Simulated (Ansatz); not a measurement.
Set up this calculation in Ansatz 0.2.0, as the native input.

* Task: single point
* Functional: PBE
* Potentials or basis: all-electron LAPW, scalar-relativistic
* Cutoff: 249 eV (chosen from the basis error)
* Basis error allowed: 0.001 eV/atom
* k mesh: 10 × 10 × 10
* Occupations: fermi-dirac, width 0.05 eV
* Spin: no spin polarisation

Ga:

```xyz
1
Lattice="2.7165 0.0000 0.0000 0.0000 2.7165 0.0000 0.0000 0.0000 2.7165" Properties=species:S:1:pos:R:3 pbc="T T T"
Ga    0.0000    0.0000    0.0000
```

The cell was built by a generator and needn't be a form met in nature.

The input as run:

input.yaml

```yaml
crystal:
  lattice:
    - [2.71648, 0.0, 0.0]
    - [0.0, 2.71648, 0.0]
    - [0.0, 0.0, 2.71648]
  atoms:
    - { symbol: Ga, position: [0.0, 0.0, 0.0] }
kpoints:
  mp_grid: { grid: [10, 10, 10] }
scf:
  occupations: { method: fermi_dirac, width: 0.05 }
hamiltonian:
  xc: pbe
  pseudopotentials: { kind: all_electron, lapw: { basis_error: 0.001 } }
output:
  forces: true
  stress: true
  eigenvalues: true
  populations: true
```

Potentials or basis: all-electron LAPW, scalar-relativistic.

Run with:

```console
$ ansatz run input.yaml --threads 1 --pin off --max-ram 3072MiB --backend cpu --events-out ev --progress --plain --runs-dir out
```

Results of the run:

```
Pressure               : 0.2 GPa
Band gap on the k mesh : none (metal or under the smearing width)
```

It took 3.4 s on 1 thread of Arm Neoverse V2 (shared host), peak memory 0.23 GiB.
